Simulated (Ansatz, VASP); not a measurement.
Given: the input of a run of VASP 6.6.1 on La.

Contents of INCAR:

```
SYSTEM = La
  PREC = Accurate
  ENCUT = 520
  EDIFF = 1E-7
  ISMEAR = -1
  SIGMA = 0.05
  LREAL = .FALSE.
  LASPH = .TRUE.
  NELM = 60
  ALGO = Normal
  ISIF = 2
  LWAVE = .FALSE.
  LCHARG = .FALSE.
  GGA = CA
  NBANDS = 12
```

Contents of KPOINTS:

```
Automatic mesh
0
G
  9 9 9
  0 0 0
```

Contents of POSCAR:

```
La
1.0
   -2.1654853927      2.1654853927      2.1654853927
    2.1654853927     -2.1654853927      2.1654853927
    2.1654853927      2.1654853927     -2.1654853927
La
1
Direct
    0.0000000000      0.0000000000      0.0000000000
```

Potentials or basis: VASP PAW LDA potentials, release 64 (La).

Launch:

```sh
$ cat potpaw_LDA.64/La/POTCAR > POTCAR
$ mpirun -np 1 vasp_std > vasp.out
```

**Question.** Set up the same calculation for Ansatz 0.2.0. Potentials there: Ansatz PAW.

**Answer.** As run (the cutoff follows the program's own potentials):

input.yaml

```yaml
crystal:
  lattice:
    - [-2.1654853927, 2.1654853927, 2.1654853927]
    - [2.1654853927, -2.1654853927, 2.1654853927]
    - [2.1654853927, 2.1654853927, -2.1654853927]
  atoms:
    - { symbol: La, position: [0.0, 0.0, 0.0] }
hamiltonian:
  xc: lda
  pseudopotentials: { kind: paw }
kpoints:
  mp_grid: { grid: [9, 9, 9] }
scf:
  occupations: { method: fermi_dirac, width: 0.05 }
output:
  forces: true
  stress: true
  eigenvalues: true
```

Potentials or basis: Ansatz PAW.

Launch:

```sh
$ ansatz run input.yaml --threads 2 --pin off --max-ram 5632MiB --backend cpu --events-out ev --progress --plain --runs-dir out
```

Both were run:

|  | VASP | Ansatz | Ansatz less VASP |
| --- | --- | --- | --- |
| gap on the k mesh at the Fermi level (eV) | none | none | - |
| pressure (GPa) | -4.9 | -4.8 | +0.04 |

A gap of «none» marks a metal or a gap that the smearing closes.

Caveats: the PAW data sets come from PBE, with cores solved anew for the run's functional, which leaves a small shift of forces and pressure (Ansatz). The runs have no spin-orbit coupling, so splittings on La are missing.
